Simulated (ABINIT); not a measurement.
Crystal: V.

```
V
1.0
    -1.51435    1.51435    1.51435
     1.51435   -1.51435    1.51435
     1.51435    1.51435   -1.51435
V
1
Cartesian
  0.0000 0.0000 0.0000
```

| Quantity | Value |
| --- | --- |
| Program | ABINIT 10.8.3 (patched build) |
| Task | single point |
| Functional | PBE |
| Potentials or basis | JTH PAW PBE v2.0 |
| Cutoff | 408 eV |
| k mesh | 12 × 12 × 12 |
| Occupations | fermi-dirac, width 0.05 eV |
| Spin | collinear spin, ferromagnetic start |
| Starting moments | [2.0] μB |

On this cell: pressure -4.9 GPa; net moment 0.00 μB per cell; band gap on the k mesh none (metal or under the smearing width).

The same run follows on a disturbed copy (cell strained at random at fixed volume):

```
V
1.0
    -1.51699    1.52013    1.57756
     1.49873   -1.47807    1.51724
     1.50658    1.46766   -1.53549
V
1
Direct
  0.01027 0.00456 0.99881
```

Question: What changes?

Answer: The energy (extrapolated to zero smearing) moves by +3.9 meV/atom; pressure -4.8 GPa; net moment 0.00 μB per cell; band gap on the k mesh none (metal or under the smearing width).

Stress tensor (GPa, compression positive):
```
-4.04  0.03  0.34
 0.03 -3.63 -0.43
 0.34 -0.43 -6.76
```
